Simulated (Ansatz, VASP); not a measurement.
## One calculation of HfO2, two programs

```
CELL_PARAMETERS angstrom
0.00000 2.65980 2.65980
2.65980 0.00000 2.65980
2.65980 2.65980 0.00000
ATOMIC_POSITIONS crystal
Hf 0.00000 0.00000 0.00000
O 0.25000 0.25000 0.25000
O 0.75000 0.75000 0.75000
```

Change from the starting cell: strain +0.040 along x and y, +0.040 along z, atoms carried along.

Alike in both runs: task single point; functional PBE; k mesh 8 × 8 × 8; occupations gaussian, width 0.05 eV; no spin polarisation.

|  | VASP | Ansatz |
| --- | --- | --- |
| version | VASP 6.6.1 | Ansatz 0.2.0 |
| potentials or method | VASP PAW PBE potentials, release 64 (Hf_pv, O) | scalar-relativistic, plane waves, PAW |
| plane-wave cutoff (eV) | 520 | 420 |
| valence electrons in the cell | 22 | 38 |

```csv
,VASP,Ansatz,Ansatz less VASP
gap on the k mesh at the Fermi level (eV),3.40,3.42,+0.016
least direct gap on the mesh (eV),3.40,3.42,+0.016
pressure (GPa),-26.5,-24.0,+2.50
```

With one functional, cell and mesh, what is left measures potentials, basis and numerics. The two sets of potentials don't hold the same shells in valence.

Caveats: so large a pressure means that the cell lies far from this level's equilibrium, or that cutoff or potentials fall short (VASP); spin-orbit coupling is left out, which moves the levels of the heavy elements. A k mesh can miss the band edges.
